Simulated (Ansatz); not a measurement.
Runs of Ansatz 0.2.0 on Fe. Symmetry: Im-3m, No. 229, cubic system. The conventional cell has a = 2.886 Å, b = 2.886 Å, c = 2.886 Å, α = 90.00°, β = 90.00°, γ = 90.00°. Fe (site symmetry m-3m) is surrounded by 8 Fe at 2.50 Å. 

| fixed moment (μB) | pressure (GPa) | moment (μB) |
| --- | --- | --- |
| 3.8 | 40.1 | 3.80 |
| 1.5 | (a) | 1.50 |
| 3.0 | 9.4 | 3.00 |
| 2.2 | -10.5 | 2.20 |
| 0.8 | -23.6 | 0.80 |

Alike in all rows: task single point; level PBE; potentials or basis Ansatz PAW; spin collinear, ferromagnetic start; cell as given; k mesh 11 × 11 × 11; cutoff (eV) 420; smearing fermi-dirac 0.05 eV.

Q: Estimate the missing entries.

A: (a) -19.2.

Caveats: the total moment is fixed, so each spin has its own Fermi level; the thresholds are loose for stress; a pressure of tens of GPa on the cell as given is suspect, and the run, the potentials or the cell itself is likely at fault (some runs).
